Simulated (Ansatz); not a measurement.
Theory: Ansatz, DFT PBE, scalar-relativistic, plane waves, PAW. All cells share a 420 eV cutoff and Γ-centred k meshes spaced about 0.3 Å⁻¹ or finer (0.25 for metals, 2π included). No spin polarisation.

Relaxed forms of Be₄Se₃:

Cell 1.

```
CELL_PARAMETERS angstrom
2.54763 -2.57252 0.00000
2.54763 2.57252 0.00000
-1.23271 0.00000 9.66942
ATOMIC_POSITIONS crystal
Be 0.10205 0.67813 0.90106
Be 0.98354 0.45145 0.36567
Be 0.54855 0.01646 0.63433
Be 0.32187 0.89795 0.09895
Se 0.57561 0.54946 0.77178
Se 0.01577 0.98423 0.50000
Se 0.45054 0.42439 0.22822
```

Cell 2.

```
CELL_PARAMETERS angstrom
4.94611 0.00000 0.00000
0.00000 4.94611 0.00000
0.00000 0.00000 4.94611
ATOMIC_POSITIONS crystal
Be 0.76814 0.76814 0.23186
Be 0.76814 0.23186 0.76814
Be 0.23186 0.23186 0.23186
Be 0.23186 0.76814 0.76814
Se 0.50000 0.00000 0.50000
Se 0.00000 0.50000 0.50000
Se 0.50000 0.50000 0.00000
```

Question: Order them by Kohn–Sham gap, widest first, and say which is lowest in energy.

Answer: Gaps on the mesh: 0.96 eV for cell 2, 0.63 eV for cell 1. Lowest in energy is cell 1; cell 2 lies 106 meV/atom higher. The widest gap doesn't belong to the lowest form. Counting Se atoms around Be (those within 1.25 times the shortest such distance or 1.15 times the sum of covalent radii, 1.27 where that leaves under three; a slash parts the counts of unlike sites): cell 1 (C2, 18.1 Å³/atom) has Be 2/4; cell 2 (P-43m, 17.3 Å³/atom) has Be 3.

Gaps are read on each cell's k mesh and can be smaller between its points; Kohn–Sham gaps at this level usually fall short of measured ones. With atoms moved at random, cell 1 and cell 2 came back. Some structure types and database cells were kept out of the candidates from the start, so a known form may be missing.

Counting Be as divalent and Se as a dianion leaves one electron pair per Be₄Se₃ unit, and the two cells house it differently. In cell 1 the Be atoms with only two Se neighbours pair up into short Be–Be contacts that link zinc-blende-like BeSe slabs, so the pair can occupy an ordinary two-centre σ bond. Cell 2 is zinc blende with an ordered quarter of the Se sites empty. Its Be atoms are too far apart for normal bonds, and the pair probably sits in a symmetric combination of Be sp hybrids pointing into the vacancy. The stronger overlap in the Be–Be bond, together with full Se tetrahedra around the remaining Be, plausibly accounts for cell 1's advantage of 106 meV/atom. The gap, by contrast, depends on how the filled Be-based states and the empty ones disperse, so it need not follow the total energy. Cell 2 is the denser form, so pressure should favour it at least initially. Neither form is shown to be stable against separation into BeSe and metallic Be.
